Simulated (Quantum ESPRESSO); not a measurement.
Crystal: MnO.

```
CELL_PARAMETERS angstrom
0.00000 2.22200 2.22200
2.22200 0.00000 2.22200
2.22200 2.22200 0.00000
ATOMIC_POSITIONS crystal
Mn 0.00000 0.00000 0.00000
O 0.50000 0.50000 0.50000
```

| Quantity | Value |
| --- | --- |
| Program | Quantum ESPRESSO 7.5 |
| Task | single point |
| Functional | PBE |
| Potentials or basis | SSSP 1.3 efficiency PBE |
| Cutoff | 884 eV |
| Density cutoff | 10612 eV |
| k mesh | 10 × 10 × 10 |
| Occupations | fermi-dirac, width 0.05 eV |
| Spin | collinear spin, ferromagnetic start |
| Starting moments | [4.0, 0.0] μB |

On this cell: pressure 0.3 GPa; largest force zero by symmetry; net moment 4.80 μB per cell; site moments Mn +4.07; O +0.23 μB; band gap on the k mesh none (metal or under the smearing width).

The same run follows on a disturbed copy (atoms moved at random, drawn with an rms of 0.05 Å):

```
CELL_PARAMETERS angstrom
0.00000 2.22200 2.22200
2.22200 0.00000 2.22200
2.22200 2.22200 0.00000
ATOMIC_POSITIONS crystal
Mn 0.00539 0.00501 0.00518
O 0.50594 0.49871 0.49991
```

Problem. What does the disturbed cell give?

Solution. The energy (extrapolated to zero smearing) moves by +0.8 meV/atom; pressure 0.4 GPa; largest force 0.105 eV/Å; net moment 4.80 μB per cell; site moments Mn +4.05; O +0.23 μB; band gap on the k mesh none (metal or under the smearing width).

Forces in eV/Å, atoms in the order of the input:
```
Mn  -0.089 -0.036 -0.044
O    0.089  0.036  0.044
```

Stress tensor (GPa, compression positive):
```
 0.42 -0.01 -0.02
-0.01  0.33 -0.01
-0.02 -0.01  0.33
```

Caveats: a cell with one magnetic atom can't hold antiferromagnetic order, which such compounds often take; semilocal functionals often make such compounds metallic where correlation or magnetic order opens a gap, which also shifts bond lengths.
